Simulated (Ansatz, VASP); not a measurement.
## One calculation of GaN, two programs

```xyz
2
Lattice="0.0000 2.2401 2.2401 2.2742 -0.0341 2.2742 2.2742 2.2742 -0.0341" Properties=species:S:1:pos:R:3 pbc="T T T"
Ga    0.0000    0.0000    0.0000
N     3.4114    3.3602    3.3602
```

Change from the starting cell: strain -0.0300 x Voigt [0, 0, 0, 1, 0, 0], atoms carried along.

Alike in both runs: task single point; functional PBE; k mesh 10 × 10 × 10; occupations gaussian, width 0.05 eV; no spin polarisation.

|  | VASP | Ansatz |
| --- | --- | --- |
| version | VASP 6.6.1 | Ansatz 0.2.0 |
| potentials or method | VASP PAW PBE potentials, release 64 (Ga_d, N) | scalar-relativistic, plane waves, PAW |
| plane-wave cutoff (eV) | 520 | 420 |
| valence electrons in the cell | 18 | 18 |

```tsv
	VASP	Ansatz	Ansatz less VASP
gap on the k mesh at the Fermi level (eV)	1.48	1.47	-0.005
least direct gap on the mesh (eV)	1.48	1.47	-0.005
pressure (GPa)	0.3	0.2	-0.10
largest component of the traceless stress (GPa)	5.27	5.29	+0.016
rms of the force components (eV/Å)	0.122	0.125	+0.0028
```

Atom by atom the forces differ by 0.003 eV/Å (rms over components). With one functional, cell and mesh, what is left measures potentials, basis and numerics.
